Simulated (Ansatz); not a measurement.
## Sb

```
CELL_PARAMETERS angstrom
3.10716 0.00000 0.00000
0.00000 3.10716 0.00000
0.00000 0.00000 3.10716
ATOMIC_POSITIONS crystal
Sb 0.00000 0.00000 0.00000
```

The structure comes from a relaxation in the same program, started in the sc type, and has space group Pm-3m. Whether it is a known phase or the ground state wasn't checked.

Spin–orbit coupling is left out, though it moves levels of the heavy atoms by tenths of an eV or more.

These are results of Ansatz 0.2.0, DFT, PBE, all-electron LAPW, scalar-relativistic, not measurements.

Sampling and basis: a Γ-centred 13×13×13 k mesh, Fermi–Dirac smearing of 0.05 eV, basis error target 1 meV/atom, no spin polarisation.

```yaml
Volume_per_atom: 30.00 Å³
Pressure_at_this_cell: 0.01 GPa
```

(1) Band gap: what does the calculation give?

(2) Predict this quantity. Density of states at the Fermi level (0.2 eV bin).

Results:

(1) none: with an odd electron count and no spin polarisation the bands can't all be full, a metal in this set-up (spin order or a larger cell could open a gap).

(2) 0.50 states/eV per cell.
